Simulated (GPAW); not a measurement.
# Ta (Im-3m) in GPAW: notebook, part 2 of 2

GPAW 26.7.0.

### 3 Hybrid scf, r2SCAN0 (volume scaled by 0.96)

File run.py:

```python
import numpy as np
from ase.dft.bandgap import bandgap
from ase.io import write
from ase.spacegroup import crystal
from gpaw import GPAW, PW
from gpaw.xc import parametrizedxc

class ScaledMGGA(parametrizedxc.ParametrizedKernel):
    """Weighted sum of Libxc meta-GGA parts, named like '0.75_MGGA_X_..+1.0_MGGA_C_..'."""
    def __init__(self, name):
        super().__init__(name)
        self.type = 'MGGA'

    def calculate(self, e_g, n_sg, dedn_sg, sigma_xg, dedsigma_xg, tau_sg, dedtau_sg):
        e_g[:] = dedsigma_xg[:] = dedtau_sg[:] = 0.0
        for kernel, c in zip(self.kernels, self.coefs):
            e, v, s, t = [np.zeros_like(x) for x in [e_g, dedn_sg, dedsigma_xg, dedtau_sg]]
            kernel.calculate(e, n_sg, v, sigma_xg, s, tau_sg, t)
            e_g += c * e
            dedn_sg += c * v
            dedsigma_xg += c * s
            dedtau_sg += c * t

parametrizedxc.ParametrizedKernel = ScaledMGGA

# Ta 2a
atoms = crystal(['Ta'],
                basis=[[0.0, 0.0, 0.0]],
                spacegroup=229, setting=1,  # Im-3m
                cellpar=[3.25792534, 3.25792534, 3.25792534, 90.0, 90.0, 90.0],
                primitive_cell=True)

calc = GPAW(mode=PW(400),
            xc={'name': '0.750_MGGA_X_R2SCAN+1.0_MGGA_C_R2SCAN', 'fraction': 0.25, 'omega': 0.0, 'backend': 'pw'},
            kpts={'size': (6, 6, 6), 'gamma': True},
            occupations={'name': 'fermi-dirac', 'width': 0.05},
            nbands=15,
            convergence={'density': 0.0001},
            maxiter=40,
            txt='gpaw.txt')
atoms.calc = calc
energy = atoms.get_potential_energy()
calc.write('gs.gpw')
write('result.traj', atoms)
print(f'Energy: {energy:.6f} eV')
print('Fermi level:', round(calc.get_fermi_level(), 4), 'eV')
print(f'Gap: {bandgap(calc)[0]:.4f} eV, direct: {bandgap(calc, direct=True)[0]:.4f} eV')
```

Potentials or basis: GPAW PAW data sets (gpaw-data 1.2.1), pw.

On the command line:

```sh
OMP_NUM_THREADS=1 python run.py
```

gpaw.txt:

```text
__  _  _
 | _ |_)|_||  |
 |__||  | ||/\| - 26.7.0

Input parameters:
  mode=PW(ecut=400.0),
  convergence={'density': 0.0001},
  kpts=MonkhorstPack(size=(6, 6, 6), gamma=True),
  maxiter=40,
  nbands=15,
  occupations=Occupations(name='fermi-dirac', width=0.05),
  xc=XC(name='0.750_MGGA_X_R2SCAN+1.0_MGGA_C_R2SCAN', fraction=0.25, omega=0.0, backend='pw')

Diagonalizing LCAO Hamiltonian
Converting LCAO to pw mode

       Ta

Atoms  # Å, Bohr magnetons
|   | symbol |        x |        y |        z |    initial magnetic moments |
|---|--------|----------|----------|----------|-----------------------------|
| 0 |     Ta | 0.000000 | 0.000000 | 0.000000 | ( 0.0000,  0.0000,  0.0000) |

Unit cell  # Å
| periodic |         x |         y |         z |  lengths |     angles |
|----------|-----------|-----------|-----------|----------|------------|
|      yes | -1.628963 |  1.628963 |  1.628963 | 2.821446 | 109.471221 |
|      yes |  1.628963 | -1.628963 |  1.628963 | 2.821446 | 109.471221 |
|      yes |  1.628963 |  1.628963 | -1.628963 | 2.821446 | 109.471221 |

Number of symmetries: 48
Symmetry operations  # r_c * U_cc + t_c -> r_c
|    | kind |            matrix            |
|----|------|------------------------------|
|  0 |  σ   |  1, 1, 1,  0, 0,-1,  0,-1, 0 |
|  1 |  C4  |  1, 1, 1,  0, 0,-1, -1, 0, 0 |
|  2 |  C2  |  1, 1, 1,  0,-1, 0,  0, 0,-1 |
|  3 |  S6  |  1, 1, 1,  0,-1, 0, -1, 0, 0 |
|  4 |  S6  |  1, 1, 1, -1, 0, 0,  0, 0,-1 |
|  5 |  C4  |  1, 1, 1, -1, 0, 0,  0,-1, 0 |
|  6 |  E   |  1, 0, 0,  0, 1, 0,  0, 0, 1 |
|  7 |  σ   |  1, 0, 0,  0, 1, 0, -1,-1,-1 |
|  8 |  σ   |  1, 0, 0,  0, 0, 1,  0, 1, 0 |
|  9 |  C3  |  1, 0, 0,  0, 0, 1, -1,-1,-1 |
| 10 |  C3  |  1, 0, 0, -1,-1,-1,  0, 1, 0 |
| 11 |  σ   |  1, 0, 0, -1,-1,-1,  0, 0, 1 |
| 12 |  σ   |  0, 1, 0,  1, 0, 0,  0, 0, 1 |
| 13 |  C2  |  0, 1, 0,  1, 0, 0, -1,-1,-1 |
| 14 |  C3  |  0, 1, 0,  0, 0, 1,  1, 0, 0 |
| 15 |  S4  |  0, 1, 0,  0, 0, 1, -1,-1,-1 |
| 16 |  S4  |  0, 1, 0, -1,-1,-1,  1, 0, 0 |
| 17 |  C3  |  0, 1, 0, -1,-1,-1,  0, 0, 1 |
| 18 |  C3  |  0, 0, 1,  1, 0, 0,  0, 1, 0 |
| 19 |  S4  |  0, 0, 1,  1, 0, 0, -1,-1,-1 |
| 20 |  σ   |  0, 0, 1,  0, 1, 0,  1, 0, 0 |
| 21 |  C3  |  0, 0, 1,  0, 1, 0, -1,-1,-1 |
| 22 |  C2  |  0, 0, 1, -1,-1,-1,  1, 0, 0 |
| 23 |  S4  |  0, 0, 1, -1,-1,-1,  0, 1, 0 |
| 24 |  C4  |  0, 0,-1,  1, 1, 1,  0,-1, 0 |
| 25 |  σ   |  0, 0,-1,  1, 1, 1, -1, 0, 0 |
| 26 |  S6  |  0, 0,-1,  0,-1, 0,  1, 1, 1 |
| 27 |  C2  |  0, 0,-1,  0,-1, 0, -1, 0, 0 |
| 28 |  C4  |  0, 0,-1, -1, 0, 0,  1, 1, 1 |
| 29 |  S6  |  0, 0,-1, -1, 0, 0,  0,-1, 0 |
| 30 |  S6  |  0,-1, 0,  1, 1, 1,  0, 0,-1 |
| 31 |  C4  |  0,-1, 0,  1, 1, 1, -1, 0, 0 |
[... 84 lines left out ...]
    |   5d |  3.000 |      -3.603 |    1.307 |
    |    d |        |      23.609 |    1.307 |

    Using partial waves for Ta as LCAO basis

Reference energy: -424172.441401  # eV

eigensolver:
  PPCG
  Converge bands: occupied
  niter=2

density mixing:
  MSR1-Mixer
  Pratt-step length: 0.05
  Maximum mixing coefficient: 0.75
  Old densities: 10
  SVD Regularization: 0.005
  Good broyden scale: 1.0
  Trust region scale: 1.0
  Backstep threshold: 4.0
  History deletion threshold: 6.0
  Fourier metric: weight=20.0, sigma=0.015

occupation numbers:
  Fermi-Dirac:
    width: 0.0500  # eV

poisson solver:
  ecut: 3200.0  # eV

xc functional:
  name: 0.750_MGGA_X_R2SCAN+1.0_MGGA_C_R2SCAN with 2 nearest neighbor stencil

convergence criteria:
- Maximum integral of absolute [dens]ity change: 0.0001 electrons / valence electron
- Maximum [total energy] change in last 3 cyles: 0.0005 eV / valence electron
- Maximum integral of absolute [eigenst]ate change: 4e-08 eV^2 / valence electron
maximum number of iterations: 40

IBZ(<points: 16, symmetries: 48>)
Occupied bands: 7
SCF iterations
|iter     | |      energy | eigst |  dens |
|---------|-|-------------|-------|-------|
|iter:   1| |-2123.399589 | -0.09 |       |
|iter:   2| |  -18.776811 | -1.06 | -1.35 |
|iter:   3| |  -18.889115 | -2.72 | -1.26 |
|iter:   4| |  -18.930592 | -3.70 | -1.24 |
|iter:   5| |  -18.735673 | -2.47 | -1.20 |
|iter:   6| |  -18.663642 | -2.12 | -1.40 |
|iter:   7| |  -18.738628 | -2.62 | -1.88 |
|iter:   8| |  -18.751852 | -4.00 | -1.66 |
|iter:   9| |  -18.751795 | -5.68 | -1.62 |
|iter:  10| |  -18.688013 | -3.00 | -1.62 |
|iter:  11| |  -18.678633 | -3.57 | -2.01 |
|iter:  12| |  -18.677242 | -3.90 | -2.32 |
|iter:  13| |  -18.677481c| -5.32 | -2.67 |
|iter:  14| |  -18.677582c| -5.56 | -3.14 |
|iter:  15| |  -18.677580c| -6.44 | -3.71 |
|iter:  16| |  -18.677580c| -8.15c| -4.58c|

Converged in 16 steps
Energy contributions relative to reference atoms: (reference = -424172.441401)

Energy contributions:
  Kinetic:          18.684634
  Coulomb:         -18.215657
  Zero:             -0.228908
  External:          0.000000
  Xc:             2094.101605
  Entropy:          -0.007592
  Spinorbit:         0.000000
  Hybrid_Xc_Cc:     -2046.465369
  Hybrid_Xc_Vc:       -25.266957
  Hybrid_Xc_Vv:       -41.283131
  ----------------------------
  Free energy:     -18.681376
  Extrapolated:    -18.677580

dipole moment: (-5.850577, -5.850577, -5.850577)  # |e|*Ang

Fermi level: 11.851
Eigenvalues  # (at kpt = [0.000, 0.000, 0.000])
| band index |      eig [eV] | occ [0-2] |
|------------|---------------|-----------|
|          0 |       -60.440 |     2.000 |
|          1 |       -24.441 |     2.000 |
|          2 |       -24.441 |     2.000 |
|          3 |       -24.441 |     2.000 |
|          4 |         2.299 |     2.000 |
|          5 |        13.796 |     0.000 |
|          6 |        13.796 |     0.000 |
|          7 |        13.797 |     0.000 |
|          8 |        17.685 |     0.000 |
|          9 |        17.685 |     0.000 |
|         10 |        29.133 |     0.000 |
|         11 |        29.133 |     0.000 |
|         12 |        29.133 |     0.000 |
|        ... |               |           |
|         14 |        41.387 |     0.000 |

No gap
No difference between direct/indirect transitions
# Writing to gs.gpw (mode='')
```

stdout:

```text
Energy: -18.677580 eV
Fermi level: 11.8514 eV
Gap: 0.0000 eV, direct: 0.0000 eV
```

It took 40 min on 1 thread of Arm Neoverse V2, shared host; peak memory 0.37 GiB.

Results:

- Free energy: -18.6814 eV
- Band gap on the k mesh: none (metal or under the smearing width)

Caveat: the k mesh is coarse (spacing up to 0.45 Å⁻¹), so the values aren't converged, least of all with exact exchange; the scaled meta-GGA exchange is a class typed in the script.
